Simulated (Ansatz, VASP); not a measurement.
This is a calculation of TiTe for Ansatz 0.2.0.

input.yaml

```yaml
crystal:
  lattice:
    - [3.7900747158, 0.0, 0.0]
    - [-1.8950373579, 3.2823009861, 0.0]
    - [0.0, 0.0, 6.3164623648]
  atoms:
    - { symbol: Te, position: [0.6666666667, 0.3333333333, 0.75] }
    - { symbol: Te, position: [0.3333333333, 0.6666666667, 0.25] }
    - { symbol: Ti, position: [0.0, 0.0, 0.5] }
    - { symbol: Ti, position: [0.0, 0.0, 0.0] }
hamiltonian:
  xc: pbesol
  pseudopotentials: { kind: paw }
kpoints:
  mp_grid: { grid: [8, 8, 4] }
scf:
  occupations: { method: fermi_dirac, width: 0.05 }
output:
  forces: true
  stress: true
  eigenvalues: true
```

Potentials or basis: Ansatz PAW.

Run with:

```bash
$ ansatz run input.yaml --threads 1 --pin off --max-ram 3584MiB --backend cpu --events-out ev --progress --plain --runs-dir out
```

Question: Set up the same calculation for VASP 6.6.1. Potentials there: VASP PAW PBE potentials, release 64 (Te, Ti_sv).

Answer: As run (the cutoff follows the program's own potentials):

Contents of INCAR:

```
PREC = Accurate
ENCUT = 520
EDIFF = 1E-7
ISMEAR = -1
SIGMA = 0.05
LREAL = F
LASPH = T
NELM = 80
ALGO = Normal
ISIF = 2
LWAVE = F
LCHARG = F
GGA = PS
NBANDS = 26
```

File KPOINTS:

```
regular mesh
0
Gamma
  8 8 4
```

Contents of POSCAR:

```
TiTe
1.0
    3.7900747158      0.0000000000      0.0000000000
   -1.8950373579      3.2823009861      0.0000000000
    0.0000000000      0.0000000000      6.3164623648
Te Ti
2 2
Direct
    0.6666666667      0.3333333333      0.7500000000
    0.3333333333      0.6666666667      0.2500000000
    0.0000000000      0.0000000000      0.5000000000
    0.0000000000      0.0000000000      0.0000000000
```

Potentials or basis: VASP PAW PBE potentials, release 64 (Te, Ti_sv).

Command:

```bash
$ cat potpaw_PBE.64/Te/POTCAR potpaw_PBE.64/Ti_sv/POTCAR > POTCAR
$ mpirun -np 1 vasp_std > vasp.out
```

Both were run:

|  | VASP | Ansatz | Ansatz less VASP |
| --- | --- | --- | --- |
| gap on the k mesh at the Fermi level (eV) | none | none | - |
| pressure (GPa) | 8.5 | 8.3 | -0.11 |
| largest component of the traceless stress (GPa) | 4.82 | 4.81 | -0.014 |

A gap of «none» marks a metal or a gap that the smearing closes. The two sets of potentials don't hold the same shells in valence.

Caveats: the PAW data sets were made with another functional, which shifts forces and pressure a little (VASP); the PAW data sets come from PBE, with cores solved anew for the run's functional, which leaves a small shift of forces and pressure (Ansatz). The runs have no spin-orbit coupling, so splittings on Te are missing.
